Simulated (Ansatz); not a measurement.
# TiO2: the cost of one run

Computed with Ansatz 0.2.0 (DFT PBE, scalar-relativistic, plane waves, PAW, unless a step's input says otherwise).

**1. Starting point**

It takes space group I4_1/amd (No. 141, tetragonal). The conventional cell has a = 3.800 Å, b = 3.800 Å, c = 9.696 Å, α = 90.00°, β = 90.00°, γ = 90.00°. Ti (site symmetry -4m2) is surrounded by 6 O at 1.95 to 2.00 Å. O (site symmetry 2mm) is surrounded by 3 Ti at 1.95 to 2.00 Å.

Coordinates:

```cif
data_structure
_symmetry_space_group_name_H-M 'P 1'
_symmetry_Int_Tables_number 1
_cell_length_a 5.5426
_cell_length_b 5.5426
_cell_length_c 5.5426
_cell_angle_alpha 139.910
_cell_angle_beta 139.910
_cell_angle_gamma 57.991
_cell_volume 69.99
loop_
_atom_site_label
_atom_site_type_symbol
_atom_site_fract_x
_atom_site_fract_y
_atom_site_fract_z
_atom_site_occupancy
Ti1 Ti 0.00000 0.00000 0.00000 1
Ti2 Ti 0.75000 0.25000 0.50000 1
O1 O 0.20651 0.20651 0.00000 1
O2 O 0.95651 0.45651 0.50000 1
O3 O 0.54349 0.04349 0.50000 1
O4 O 0.79349 0.79349 0.00000 1
```

It is the end of an earlier relaxation with the same method, from a generated guess; it is a trial structure. At a tolerance of 0.02 Å it has space group I4_1/amd (No. 141); it has 11.66 Å³/atom, an uncorrected energy of -3.05 eV/atom over the elements.

**2. Electronic structure at the relaxed geometry**

File input.yaml:

```yaml
crystal:
  lattice:
    - [-1.8998053862, 1.8998053862, 4.8479185255]
    - [1.8998053862, -1.8998053862, 4.8479185255]
    - [1.8998053862, 1.8998053862, -4.8479185255]
  atoms:
    - { symbol: Ti, position: [0.0, 0.0, 0.0] }
    - { symbol: Ti, position: [0.75, 0.25, 0.5] }
    - { symbol: O, position: [0.2065089469, 0.2065089469, 0.0] }
    - { symbol: O, position: [0.9565089469, 0.4565089469, 0.5] }
    - { symbol: O, position: [0.5434910531, 0.0434910531, 0.5] }
    - { symbol: O, position: [0.7934910531, 0.7934910531, 0.0] }
basis:
  ecutwfc: 420
kpoints:
  mp_grid: { grid: [10, 10, 10] }
  band_path:
    path:
      - [[0.0, 0.0, 0.0], [0.0, 0.0, 0.5], [0.25, 0.25, 0.25], [0.0, 0.5, 0.0], [0.0, 0.0, 0.0], [0.5, 0.5, -0.5], [0.28839261, 0.71160739, -0.28839261]]
      - [[-0.28839261, 0.28839261, 0.28839261], [0.0, 0.0, 0.0]]
      - [[0.0, 0.0, 0.5], [-0.07678522, 0.07678522, 0.5]]
      - [[0.5, 0.5, -0.07678522], [0.5, 0.5, -0.5]]
    npoints: 14
hamiltonian:
  xc: pbe
scf:
  occupations: { method: gaussian, width: 0.02 }
  n_extra_bands: 15
output:
  forces: true
  stress: true
  eigenvalues: true
  populations: true
  dos: { projected: true, de: 0.02, nscf_kmesh: { grid: [15, 15, 15] } }
  bader: true
```

The run is started by

```sh
ansatz run input.yaml --threads 1 --pin off --max-ram 2560MiB --backend cpu --events-out ev --progress --plain --runs-dir out
```

Q: Estimate wall time and peak memory on 1 thread of Intel Xeon Platinum 8488C (Sapphire Rapids), shared host.

About 87 s, with a peak of 0.72 GiB.
